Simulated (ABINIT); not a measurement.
# CoO (Pm-3m) in ABINIT: a series of runs

The runs below take CoO through relaxation of cell and atoms, single point, with LDA+U.

Program: ABINIT 10.8.3 (patched build). These are calculated values, not measurements. Logs are shortened: lines on timing, memory, paths and dates and some standing lists are left out, and cuts for length are marked. The log counts tension as positive stress, the text compression.

## (1) The structure

It takes space group Pm-3m (No. 221, cubic). Conventional cell: a = 2.571 Å, b = 2.571 Å, c = 2.571 Å, α = 90.00°, β = 90.00°, γ = 90.00°. Co (site symmetry m-3m) is surrounded by 8 O at 2.23 Å. O (site symmetry m-3m) has 8 Co at 2.23 Å as nearest neighbours.

Measurements of this composition are mostly on another form, of space group No. 225.

## (2) Relaxation of cell and atoms, LDA+U, collinear spin, ferromagnetic start

File run.abi:

```
# Pseudopotentials
pp_dirpath "./"
pseudos "Co.LDA_PW-JTH.xml, O.LDA_PW-JTH.xml"

# Structure
acell 2.57052631 2.57052631 2.57052631 Angstrom
rprim
     1.0000000000     0.0000000000     0.0000000000
     0.0000000000     1.0000000000     0.0000000000
     0.0000000000     0.0000000000     1.0000000000
ntypat 2
znucl 27 8
natom 2
typat 1 2
chkprim 0
chksymtnons 0
tolsym 1.0e-6
xred
            0.0            0.0            0.0
            1/2            1/2            1/2

# Plane-wave basis
ecut 26.0
pawecutdg 48.0
ecutsm 0.5

# k points
kptopt 1
ngkpt 8 8 8
nshiftk 1
shiftk 0.0 0.0 0.0

# Exchange and correlation
ixc 7

# Bands and occupations
nband 16
occopt 3
tsmear 0.00183747

# Spin
nsppol 2
spinat
     0.0000000000     0.0000000000     2.0000000000
     0.0000000000     0.0000000000     0.0000000000

# DFT+U
usepawu 1
lpawu 2 -1
upawu 2.0 0.0 eV
jpawu 0.0 0.0 eV

# SCF cycle
nstep 80
tolvrs 1.0e-10

# Output
iomode 3
prteig 0
prtebands 0
prtwf 0
prtden 0

# Relaxation
ionmov 2
optcell 2
ntime 50
tolmxf 2.0e-5
dilatmx 1.08
```

Potentials or basis: JTH PAW LDA v2.0.

Run with:

```
$ abinit run.abi > log 2>&1
```

run.abo:

```text
.Version 10.8.3 of ABINIT
 Symmetries : space group Pm -3 m (#221); Bravais cP (primitive cubic)
================================================================================
 Values of the parameters that define the memory need of the present run
     intxc =       0    ionmov =       2      iscf =      17    lmnmax =      18
     lnmax =       6     mgfft =      27  mpssoang =       3    mqgrid =    3001
     natom =       2  nloc_mem =       2    nspden =       2   nspinor =       1
    nsppol =       2      nsym =      48    n1xccc =       1    ntypat =       2
    occopt =       3   xclevel =       1
       mpw =         932          nfft =       19683          nkpt =          35
 PAW method is used; the additional fine FFT grid is defined by:
   mgfftf=        36    nfftf =     46656
================================================================================
================================================================================

--------------------------------------------------------------------------------
------------- Echo of variables that govern the present computation ------------
--------------------------------------------------------------------------------
 -outvars: echo values of preprocessed input variables --------
            acell      4.8575907253E+00  4.8575907253E+00  4.8575907253E+00 Bohr
              amu      5.89332000E+01  1.59994000E+01
          chkprim           0
      chksymtnons           0
          dilatmx      1.08000000E+00
             ecut      2.60000000E+01 Hartree
           ecutsm      5.00000000E-01 Hartree
           ionmov           2
              ixc           7
         kptrlatt        8    0    0      0    8    0      0    0    8
          kptrlen      3.88607258E+01
            lpawu           2      -1
            natom           2
            nband          16
            ngfft          27      27      27
          ngfftdg          36      36      36
             nkpt          35
           nspden           2
           nsppol           2
            nstep          80
             nsym          48
            ntime          50
           ntypat           2
           occopt           3
          optcell           2
        pawecutdg      4.80000000E+01 Hartree
           prtden           0
        prtebands           0
           prteig           0
            prtwf           0
          spgroup         221
           spinat      0.0000000000E+00  0.0000000000E+00  2.0000000000E+00
                       0.0000000000E+00  0.0000000000E+00  0.0000000000E+00
           tolmxf      2.00000000E-05
           tolsym      1.00000000E-06
           tolvrs      1.00000000E-10
           tsmear      1.83747000E-03 Hartree
            typat      1  2
            upawu      7.34986444E-02  0.00000000E+00 Hartree
          usepawu           1
           useylm           1
           xangst      0.0000000000E+00  0.0000000000E+00  0.0000000000E+00
                       1.2852631550E+00  1.2852631550E+00  1.2852631550E+00
            xcart      0.0000000000E+00  0.0000000000E+00  0.0000000000E+00
                       2.4287953627E+00  2.4287953627E+00  2.4287953627E+00
             xred      0.0000000000E+00  0.0000000000E+00  0.0000000000E+00
                       5.0000000000E-01  5.0000000000E-01  5.0000000000E-01
            znucl       27.00000    8.00000

================================================================================

 chkinp: Checking input parameters for consistency.

================================================================================
== DATASET  1 ==================================================================

--- !DatasetInfo
iteration_state: {dtset: 1, }
dimensions: {natom: 2, nkpt: 35, mband: 16, nsppol: 2, nspinor: 1, nspden: 2, mpw: 932, }
cutoff_energies: {ecut:  26.0, pawecutdg:  48.0, }
electrons: {nelect:   2.30000000E+01, charge:   0.00000000E+00, occopt:   3.00000000E+00, tsmear:   1.83747000E-03, }
meta: {optdriver: 0, ionmov: 2, optcell: 2, iscf: 17, paral_kgb: 0, }
...

 Exchange-correlation functional for the present dataset will be:
  LDA: Perdew-Wang 92 LSD fit to Ceperley-Alder data - ixc=7
  J.P.Perdew and Y.Wang, PRB 45, 13244 (1992)

 Real(R)+Recip(G) space primitive vectors, cartesian coordinates (Bohr,Bohr^-1):
 R(1)=  4.8575907  0.0000000  0.0000000  G(1)=  0.2058634  0.0000000  0.0000000
 R(2)=  0.0000000  4.8575907  0.0000000  G(2)=  0.0000000  0.2058634  0.0000000
 R(3)=  0.0000000  0.0000000  4.8575907  G(3)=  0.0000000  0.0000000  0.2058634
 Unit cell volume ucvol=  1.1462062E+02 bohr^3
 Angles (23,13,12)=  9.00000000E+01  9.00000000E+01  9.00000000E+01 degrees

 Coarse grid specifications (used for wave-functions):

 getcut: wavevector=  0.0000  0.0000  0.0000  ngfft=  27  27  27
         ecut(hartree)=     30.326   => boxcut(ratio)=   2.15912

 Fine grid specifications (used for densities):

 getcut: wavevector=  0.0000  0.0000  0.0000  ngfft=  36  36  36
         ecut(hartree)=     55.987   => boxcut(ratio)=   2.20025

 getcut : COMMENT -
  Note that boxcut > 2.2 ; recall that boxcut=Gcut(box)/Gcut(sphere) = 2
  is sufficient for exact treatment of convolution.
  Such a large boxcut is a waste : you could raise ecut
  e.g. ecut=   67.759925 Hartrees makes boxcut=2
[... 26 lines left out ...]

=== [ionmov= 2] Broyden-Fletcher-Goldfarb-Shanno method (forces)
================================================================================

--- Iteration: ( 1/50) Internal Cycle: (1/1)
--------------------------------------------------------------------------------

---SELF-CONSISTENT-FIELD CONVERGENCE--------------------------------------------
[... 258 lines left out ...]
 Real space primitive translations (rprimd) [bohr]
  4.85355775410445E+00  0.00000000000000E+00  0.00000000000000E+00
  0.00000000000000E+00  4.85355775410445E+00  0.00000000000000E+00
  0.00000000000000E+00  0.00000000000000E+00  4.85355775410445E+00
 Unitary Cell Volume (ucvol) [Bohr^3]=  1.14335371026086E+02
 Angles (23,13,12)= [degrees]
  9.00000000000000E+01  9.00000000000000E+01  9.00000000000000E+01
 Lengths [Bohr]
  4.85355775410445E+00  4.85355775410445E+00  4.85355775410445E+00
 Stress tensor in cartesian coordinates (strten) [Ha/bohr^3]
  8.19126705214890E-06  0.00000000000000E+00  0.00000000000000E+00
  0.00000000000000E+00  8.19126705211420E-06  0.00000000000000E+00
  0.00000000000000E+00  0.00000000000000E+00  8.19126705199624E-06
 Total energy (etotal) [Ha]= -1.62572950762580E+02

 Difference of energy with previous step (new-old):
           Absolute (Ha)=-5.12323E-06
           Relative     =-3.15134E-08

--- Iteration: ( 3/50) Internal Cycle: (1/1)
--------------------------------------------------------------------------------

---SELF-CONSISTENT-FIELD CONVERGENCE--------------------------------------------
[... 109 lines left out ...]
 Real space primitive translations (rprimd) [bohr]
  4.85186819116727E+00  0.00000000000000E+00  0.00000000000000E+00
  0.00000000000000E+00  4.85186819116727E+00  0.00000000000000E+00
  0.00000000000000E+00  0.00000000000000E+00  4.85186819116727E+00
 Unitary Cell Volume (ucvol) [Bohr^3]=  1.14216009368228E+02
 Angles (23,13,12)= [degrees]
  9.00000000000000E+01  9.00000000000000E+01  9.00000000000000E+01
 Lengths [Bohr]
  4.85186819116727E+00  4.85186819116727E+00  4.85186819116727E+00
 Stress tensor in cartesian coordinates (strten) [Ha/bohr^3]
 -1.54414104801270E-07  0.00000000000000E+00  0.00000000000000E+00
  0.00000000000000E+00 -1.54414104787393E-07  0.00000000000000E+00
  0.00000000000000E+00  0.00000000000000E+00 -1.54414104835965E-07
 Total energy (etotal) [Ha]= -1.62572951432341E+02

 Difference of energy with previous step (new-old):
           Absolute (Ha)=-6.69762E-07
           Relative     =-4.11976E-09

 At Broyd/MD step   3, gradients are converged :
  max grad (force/stress) = 1.5441E-05 < tolmxf= 2.0000E-05 ha/bohr (free atoms)

================================================================================

 ----iterations are completed or convergence reached----

 Mean square residual over all n,k,spin=   86.171E-16; max=  23.446E-13
 reduced coordinates (array xred) for    2 atoms
       0.000000000000      0.000000000000      0.000000000000
       0.500000000000      0.500000000000      0.500000000000
 rms dE/dt=  0.0000E+00; max dE/dt=  0.0000E+00; dE/dt below (all hartree)
    1       0.000000000000      0.000000000000      0.000000000000
    2       0.000000000000      0.000000000000      0.000000000000

 cartesian coordinates (angstrom) at end:
    1      0.00000000000000     0.00000000000000     0.00000000000000
    2      1.28374903766453     1.28374903766453     1.28374903766453

 cartesian forces (hartree/bohr) at end:
    1     -0.00000000000000    -0.00000000000000    -0.00000000000000
    2     -0.00000000000000    -0.00000000000000    -0.00000000000000
 frms,max,avg= 0.0000000E+00 0.0000000E+00   0.000E+00  0.000E+00  0.000E+00 h/b

 cartesian forces (eV/Angstrom) at end:
    1     -0.00000000000000    -0.00000000000000    -0.00000000000000
    2     -0.00000000000000    -0.00000000000000    -0.00000000000000
 frms,max,avg= 0.0000000E+00 0.0000000E+00   0.000E+00  0.000E+00  0.000E+00 e/A
 length scales=  4.851868191167  4.851868191167  4.851868191167 bohr
              =  2.567498075329  2.567498075329  2.567498075329 angstroms
 Fermi (or HOMO) energy (hartree) =   0.44863   Average Vxc (hartree)=  -0.48609
 Magnetization (Bohr magneton)=  2.99999983E+00
 Total spin up =  1.29999999E+01   Total spin down =  1.00000001E+01
 Eigenvalues (hartree) for nkpt=  35  k points, SPIN UP:
 kpt#   1, nband= 16, wtk=  0.00195, kpt=  0.0000  0.0000  0.0000 (reduced coord)
  -3.09450   -1.75729   -1.75729   -1.75729   -0.30972    0.25752    0.25752    0.31330
   0.31330    0.31330    0.34014    0.34014    0.34014    0.48241    1.00877    1.00877
      occupation numbers for kpt#   1
   1.00000    1.00000    1.00000    1.00000    1.00000    1.00000    1.00000    1.00000
   1.00000    1.00000    1.00000    1.00000    1.00000    0.00000    0.00000    0.00000
 prteigrs : prtvol=0 or 1, do not print more k-points.

 Eigenvalues (hartree) for nkpt=  35  k points, SPIN DOWN:
 kpt#   1, nband= 16, wtk=  0.00195, kpt=  0.0000  0.0000  0.0000 (reduced coord)
  -2.98565   -1.65149   -1.65149   -1.65149   -0.28766    0.31743    0.31743    0.36569
   0.36569    0.36569    0.48641    0.48641    0.48641    0.50948    1.03425    1.03425
      occupation numbers for kpt#   1
   1.00000    1.00000    1.00000    1.00000    1.00000    1.00000    1.00000    1.00000
   1.00000    1.00000    0.00000    0.00000    0.00000    0.00000    0.00000    0.00000
 prteigrs : prtvol=0 or 1, do not print more k-points.

--- !EnergyTerms
iteration_state     : {dtset: 1, itime: 3, icycle: 1, }
comment             : Components of total free energy in Hartree
kinetic             :  1.93181397854564E+01
hartree             :  3.87679454950873E+01
xc                  : -5.97982910198260E+00
Ewald energy        : -1.11886450325820E+02
psp_core            :  3.85508838550198E+00
local_psp           : -1.33112631148936E+02
PAW spherical_terms :  2.64648374222393E+01
internal            : -1.62572899488454E+02
'-kT*entropy'       : -5.12011848422965E-05
total_energy        : -1.62572950689639E+02
total_energy_eV     : -4.42383535436458E+03
...

--- !EnergyTermsDC
iteration_state     : {dtset: 1, itime: 3, icycle: 1, }
comment             : '"Double-counting" decomposition of free energy'
band_energy         : -1.28518725320911E+01
Ewald energy        : -1.11886450325820E+02
psp_core            :  3.85508838550198E+00
xc_dc               : -3.69178252904503E+01
PAW spherical_terms : -4.77184046829684E+00
internal            : -1.62572900231157E+02
'-kT*entropy'       : -5.12011848422965E-05
total_energy_dc     : -1.62572951432341E+02
total_energy_dc_eV  : -4.42383537457455E+03
...

--- !EnergyTermsWithPAWCore
iteration_state     : {dtset: 1, itime: 3, icycle: 1, }
comment             : 'Components of total free energy, including PAW core contributions'
Total energy        : -1.46582568974961E+03
Total energy DC     : -1.46582569049231E+03
Total energy (eV)   : -3.98871490130582E+04
Total energy DC (eV): -3.98871490332682E+04
...

 Cartesian components of stress tensor (hartree/bohr^3)
  sigma(1 1)= -1.54414105E-07  sigma(3 2)=  0.00000000E+00
  sigma(2 2)= -1.54414105E-07  sigma(3 1)=  0.00000000E+00
  sigma(3 3)= -1.54414105E-07  sigma(2 1)=  0.00000000E+00

-Cartesian components of stress tensor (GPa)         [Pressure=  4.5430E-03 GPa]
- sigma(1 1)= -4.54301981E-03  sigma(3 2)=  0.00000000E+00
- sigma(2 2)= -4.54301981E-03  sigma(3 1)=  0.00000000E+00
- sigma(3 3)= -4.54301981E-03  sigma(2 1)=  0.00000000E+00

== END DATASET(S) ==============================================================
================================================================================

 -outvars: echo values of variables after computation  --------
            acell      4.8518681912E+00  4.8518681912E+00  4.8518681912E+00 Bohr
           etotal     -1.6257295143E+02
            fcart     -0.0000000000E+00 -0.0000000000E+00 -0.0000000000E+00
                      -0.0000000000E+00 -0.0000000000E+00 -0.0000000000E+00
           strten     -1.5441410480E-07 -1.5441410479E-07 -1.5441410484E-07
                       0.0000000000E+00  0.0000000000E+00  0.0000000000E+00
           xangst      0.0000000000E+00  0.0000000000E+00  0.0000000000E+00
                       1.2837490377E+00  1.2837490377E+00  1.2837490377E+00
             xred      0.0000000000E+00  0.0000000000E+00  0.0000000000E+00
                       5.0000000000E-01  5.0000000000E-01  5.0000000000E-01
 Calculation completed.
```

It took 1.9 min on 1 thread of Arm Neoverse V2, shared host; peak memory 0.11 GiB.

Results:

| Item | Value |
| --- | --- |
| Free energy | -4423.8354 eV |
| Relaxed volume | 8.46 Å³/atom |
| Relaxed cell | a = 2.567 Å, b = 2.567 Å, c = 2.567 Å, α = 90.00°, β = 90.00°, γ = 90.00° |
| Space group after relaxing (to 0.05 Å) | Pm-3m (No. 221) |
| Energy gained by relaxing | 0.1 meV/atom |
| Ionic steps | 3 |
| Pressure after relaxing | 0.0 GPa |
| Band gap on the k mesh | 0.14 eV, indirect (least direct gap 0.18 eV) |
| Net moment | 3.00 μB per cell |
| Site moments | Co +2.57; O +0.35 μB |

Step by step:
```tsv
step	energy change (eV)	largest force (eV/Å)	pressure (GPa)	volume (Å³)
1	0.0000	0.0000	-0.81	16.99
2	-0.0001	0.0000	-0.24	16.94
3	-0.0002	0.0000	0.00	16.93
```

Final structure:
```xyz
2
Lattice="2.5675 0.0000 0.0000 0.0000 2.5675 0.0000 0.0000 0.0000 2.5675" Properties=species:S:1:pos:R:3 pbc="T T T"
Co    0.0000    0.0000    0.0000
O     1.2837    1.2837    1.2837
```

Caveat: a cell with one magnetic atom can't hold antiferromagnetic order, which such compounds often take.

## (3) Single point, LDA+U, collinear spin, ferromagnetic start (cell relaxed)

File run.abi:

```
# Pseudopotentials
pp_dirpath "./"
pseudos "Co.LDA_PW-JTH.xml, O.LDA_PW-JTH.xml"

# Structure
acell 2.56749808 2.56749808 2.56749808 Angstrom
rprim
     1.0000000000     0.0000000000     0.0000000000
     0.0000000000     1.0000000000     0.0000000000
     0.0000000000     0.0000000000     1.0000000000
ntypat 2
znucl 27 8
natom 2
typat 1 2
xred
     0.0000000000     0.0000000000     0.0000000000
     0.5000000000     0.5000000000     0.5000000000
chkprim 0
chksymtnons 0
tolsym 1.0e-6

# Plane-wave basis
ecut 26.0
pawecutdg 48.0

# k points
kptopt 1
ngkpt 8 8 8
nshiftk 1
shiftk 0.0 0.0 0.0

# Exchange and correlation
ixc 7

# Bands and occupations
nband 16
occopt 3
tsmear 0.05 eV

# Spin
nsppol 2
spinat
     0.0000000000     0.0000000000     2.0000000000
     0.0000000000     0.0000000000     0.0000000000

# DFT+U
usepawu 1
lpawu 2 -1
upawu 2.0 0.0 eV
jpawu 0.0 0.0 eV

# SCF cycle
nstep 100
tolvrs 1.0e-9

# Output
iomode 3
prtwf 0
prteig 0
prtebands 0
prtden 1
prtvha 1
prtvclmb 1
prtpot 1
```

Potentials or basis: JTH PAW LDA v2.0.

Run with:

```
$ abinit run.abi > log 2>&1
```

run.abo:

```text
.Version 10.8.3 of ABINIT
 Symmetries : space group Pm -3 m (#221); Bravais cP (primitive cubic)
================================================================================
 Values of the parameters that define the memory need of the present run
     intxc =       0    ionmov =       0      iscf =      17    lmnmax =      18
     lnmax =       6     mgfft =      24  mpssoang =       3    mqgrid =    3001
     natom =       2  nloc_mem =       2    nspden =       2   nspinor =       1
    nsppol =       2      nsym =      48    n1xccc =       1    ntypat =       2
    occopt =       3   xclevel =       1
       mpw =         734          nfft =       13824          nkpt =          35
 PAW method is used; the additional fine FFT grid is defined by:
   mgfftf=        32    nfftf =     32768
================================================================================
================================================================================

[... 303 lines left out ...]
  sigma(1 1)=  1.73995122E-05  sigma(3 2)=  0.00000000E+00
  sigma(2 2)=  1.73995122E-05  sigma(3 1)=  0.00000000E+00
  sigma(3 3)=  1.73995122E-05  sigma(2 1)=  0.00000000E+00

-Cartesian components of stress tensor (GPa)         [Pressure= -5.1191E-01 GPa]
- sigma(1 1)=  5.11911324E-01  sigma(3 2)=  0.00000000E+00
- sigma(2 2)=  5.11911324E-01  sigma(3 1)=  0.00000000E+00
- sigma(3 3)=  5.11911324E-01  sigma(2 1)=  0.00000000E+00

== END DATASET(S) ==============================================================
================================================================================

 -outvars: echo values of variables after computation  --------
            acell      4.8518682000E+00  4.8518682000E+00  4.8518682000E+00 Bohr
           etotal     -1.6257298240E+02
            fcart     -0.0000000000E+00 -0.0000000000E+00 -0.0000000000E+00
                      -0.0000000000E+00 -0.0000000000E+00 -0.0000000000E+00
           strten      1.7399512241E-05  1.7399512241E-05  1.7399512241E-05
                       0.0000000000E+00  0.0000000000E+00  0.0000000000E+00
           xangst      0.0000000000E+00  0.0000000000E+00  0.0000000000E+00
                       1.2837490400E+00  1.2837490400E+00  1.2837490400E+00
             xred      0.0000000000E+00  0.0000000000E+00  0.0000000000E+00
                       5.0000000000E-01  5.0000000000E-01  5.0000000000E-01
 Calculation completed.
```

Wall time 35 s (1 thread of Arm Neoverse V2, shared host); peak memory 0.09 GiB.

Results:

| Quantity | Value |
| --- | --- |
| Free energy | -4423.8362 eV |
| Pressure | -0.5 GPa |
| Band gap on the k mesh | 0.14 eV, indirect (least direct gap 0.18 eV) |
| Net moment | 3.00 μB per cell |
| Site moments | Co +2.57; O +0.35 μB |
| Valence electrons inside the program's atomic spheres | Co 15.30; O 4.50 |

Levels at points of the mesh, in eV from the valence-band top:
Spin up:
```tsv
k point	band 10	band 11	band 12	band 13	band 14	band 15	band 16
(0.00, 0.00, 0.00)	-3.58	-2.85	-2.85	-2.85	1.02	15.35	15.35
(0.50, 0.00, 0.00)	-3.50	-2.06	-0.51	-0.51	6.38	8.45	16.21
(0.50, 0.50, 0.00)	-4.19	-4.09	-2.12	-1.83	5.61	11.47	11.47
(0.50, 0.50, 0.50)	-2.07	-0.74	-0.74	-0.74	6.56	6.56	6.56
```
Spin down:
```tsv
k point	band 8	band 9	band 10	band 11	band 12	band 13
(0.00, 0.00, 0.00)	-2.15	-2.15	-2.15	1.13	1.13	1.13
(0.50, 0.00, 0.00)	-2.98	-2.98	-0.16	1.25	2.37	2.37
(0.50, 0.50, 0.00)	-2.98	-1.11	-0.05	0.14	0.29	0.29
(0.50, 0.50, 0.50)	-6.46	0.00	0.00	2.74	2.74	2.74
```

Eigenvalues of the final occupation matrices:
```csv
site,spin,trace,eigenvalues
atom 1,1,4.71,0.92 0.92 0.96 0.96 0.96
atom 1,2,2.14,0.13 0.13 0.13 0.87 0.87
```

Caveat: a cell with one magnetic atom can't hold antiferromagnetic order, which such compounds often take. A k mesh can miss the band edges.
